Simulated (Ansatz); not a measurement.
# ZnO: Zn interstitial

All numbers below come from DFT PBE, scalar-relativistic, plane waves, PAW (Ansatz 0.2.0). Run with 420 eV cutoff, 2×2×2 k-mesh, shifted by half a step, Gaussian smearing of 0.01 eV, collinear spin in charge +1 alone.

Host crystal, relaxed:

```xyz
4
Lattice="3.2794 0.0000 0.0000 -1.6397 2.8400 0.0000 0.0000 0.0000 5.2932" Properties=species:S:1:pos:R:3 pbc="T T T"
Zn    1.6397    0.9467    2.6498
Zn    0.0000    1.8934    0.0032
O     1.6397    0.9467    4.6565
O     0.0000    1.8934    2.0099
```

Supercell of 36 atoms, rows in host cell vectors: -2 -1 -1; 1 2 -1; 1 -1 -1. Atoms relax at the host's cell from a start displaced at random by 0.06 Å near the defect, so other minima may exist. The cell is small, so energies carry finite-size errors of tenths of an eV. The host's Kohn–Sham gap is 0.74 eV.

Defect: Zn interstitial at (0.000, 0.000, 0.458) of the host cell, charge +1.

**Question.** Give the relaxed supercell.

**Answer.**
```
Zn O
1.0
    -4.91909   -2.84004   -5.29323
     0.00000    5.68007   -5.29323
     4.91909   -2.84004   -5.29323
Zn O
19 18
Direct
  0.27696 0.94279 0.27695
  0.27693 0.27443 0.94532
  0.96935 0.96693 0.60819
  0.27857 0.61234 0.61488
  0.94536 0.27441 0.27692
  0.60818 0.96694 0.96932
  0.96962 0.60606 0.96976
  0.61488 0.27604 0.61484
  0.61483 0.61233 0.27862
  0.55838 0.22704 0.22959
  0.54042 0.53788 0.90064
  0.22963 0.22703 0.55837
  0.54051 0.89807 0.54052
  0.22968 0.55585 0.22967
  0.89306 0.22486 0.89304
  0.22734 0.89062 0.89305
  0.90068 0.53785 0.54042
  0.89304 0.89064 0.22735
  0.76373 0.76074 0.76367
  0.15255 0.81608 0.15256
  0.15258 0.15007 0.81861
  0.81876 0.81616 0.49575
  0.15745 0.48570 0.48828
  0.81863 0.15009 0.15256
  0.49577 0.81617 0.81873
  0.81869 0.49310 0.81869
  0.48829 0.15485 0.48825
  0.48830 0.48572 0.15741
  0.42395 0.10464 0.10717
  0.42711 0.42455 0.76254
  0.10718 0.10463 0.42397
  0.42711 0.76007 0.42713
  0.10724 0.42141 0.10721
  0.76699 0.09461 0.76697
  0.09720 0.76448 0.76698
  0.76258 0.42456 0.42708
  0.76693 0.76453 0.09723
```
Around the defect: 1 O at 2.01 Å, 2 O at 2.02 Å, 3 Zn at 2.46 Å. The run ended with a moment of 0.50 μB, which may not be the ground spin state.